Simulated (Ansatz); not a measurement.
CdSe (NiAs type), relaxed with r2SCAN, was run in Ansatz under altered settings. All numbers are computed, without spin polarisation but where a row says otherwise.

```
CELL_PARAMETERS angstrom
4.01935 0.00000 0.00000
-2.00968 3.48086 0.00000
0.00000 0.00000 6.65873
ATOMIC_POSITIONS crystal
Cd 0.00000 0.00000 0.00000
Cd 0.00000 0.00000 0.50000
Se 0.33333 0.66667 0.25000
Se 0.66667 0.33333 0.75000
```

The base run's other keys:
```yaml
kpoints:
  mp_grid: { grid: [6, 6, 2] }
hamiltonian:
  xc: hse06
scf:
  occupations: { method: fermi_dirac, width: 0.02 }
  n_extra_bands: 5
```

It takes 18 iterations with 1811 plane waves at 420 eV and 14 k points, and leaves a mean stress of 0.00 GPa. The gap over this mesh is 0.803 eV. It ran on 4 threads of Arm Neoverse N1, with other jobs on the host.

Outcomes, with energy and stress as changes against the base:

| setting | outcome | ΔF (meV/atom) | Δ mean stress (GPa) | gap on the mesh (eV) | iterations | wall time |
| --- | --- | --- | --- | --- | --- | --- |
| PBE hybrid, exx coeff 0.1, omega 0.3 1/Å | converged | – | +1.1 | 0.193 | 16 | 39 s |
| PBE hybrid, exx coeff 1.0, omega 0.5 1/Å | converged | – | -1.5 | 2.218 | 24 | 56 s |
| scf.mixing.preconditioner: none | converged | 0.0 | 0.0 | 0.803 | 18 | 41 s |
| basis.ecutwfc: 80 | converged, warned | +493406 | +244.4 | none | 20 | 9.9 s |

A dash marks a value that wasn't obtained or can't be compared. Stress is positive in compression. The base took 40 s. The base's mesh is coarse for a hybrid, so its own values aren't converged.

- PBE hybrid, exx coeff 0.1, omega 0.3 1/Å. That is 10 % exact exchange, screened with ω = 0.3 1/Å, against HSE06's 25 % screened at 0.208 1/Å. The mean stress moves by +1.1 GPa and the gap on the mesh by -0.610 eV (to 0.193). Totals of different functionals aren't comparable.
- PBE hybrid, exx coeff 1.0, omega 0.5 1/Å. That is 100 % exact exchange, screened with ω = 0.5 1/Å, against HSE06's 25 % screened at 0.208 1/Å. The mean stress moves by -1.5 GPa and the gap on the mesh by +1.415 eV (to 2.218). Totals of different functionals aren't comparable.
- basis.ecutwfc: 80. 135 plane waves in place of 1811. The free energy moves by +493406 meV an atom, the mean stress by +244.4 GPa and the gap on the mesh by -2.690 eV (no gap is left). The basis is too small: these are errors of the cutoff. Warned: cutoff below recommended, filled band counts differ across k points.

Within 1 meV an atom, 0.1 GPa and 0.005 eV of the base stay: scf.mixing.preconditioner: none.

The runs are scalar-relativistic, without spin-orbit coupling.

The program warns that its thresholds are loose for a hybrid's stress.

The meshes of the hybrids are coarse, so their gaps aren't converged to the digits shown.
